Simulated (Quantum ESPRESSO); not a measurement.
Crystal: Os.

```
CELL_PARAMETERS angstrom
2.73410 0.00000 0.00000
-1.36705 2.36780 0.00000
0.00000 0.00000 4.31970
ATOMIC_POSITIONS crystal
Os 0.66667 0.33333 0.75000
Os 0.33333 0.66667 0.25000
```

Base run:

```yaml
Program: Quantum ESPRESSO 7.5
Functional: EV93PW91
Potentials_or_basis: SG15 PBE 1.2
Cutoff: 952 eV
Density_cutoff: 3810 eV
k_mesh: 11 × 11 × 6
Occupations: fermi-dirac, width 0.05 eV
Spin: no spin polarisation
```

Its results: band gap on the k mesh none (metal or under the smearing width); pressure 27.0 GPa.

Q: After a change of settings the same cell gave: band gap on the k mesh none (metal or under the smearing width); pressure -5.8 GPa. Which change was it?
A. functional from EV93PW91 to rev-vdW-DF2
B. functional from EV93PW91 to AM05
C. functional from EV93PW91 to LDA
D. functional from EV93PW91 to r2SCAN; k mesh from 11 × 11 × 6 to 8 × 8 × 4

A: C.

Caveats: the potentials were made for another functional, which shifts forces and pressure; spin-orbit coupling is left out, which moves the levels of the heavy elements; the potentials were made for a functional far from this one (some runs).

Runs at the PBE level aren't shown here.
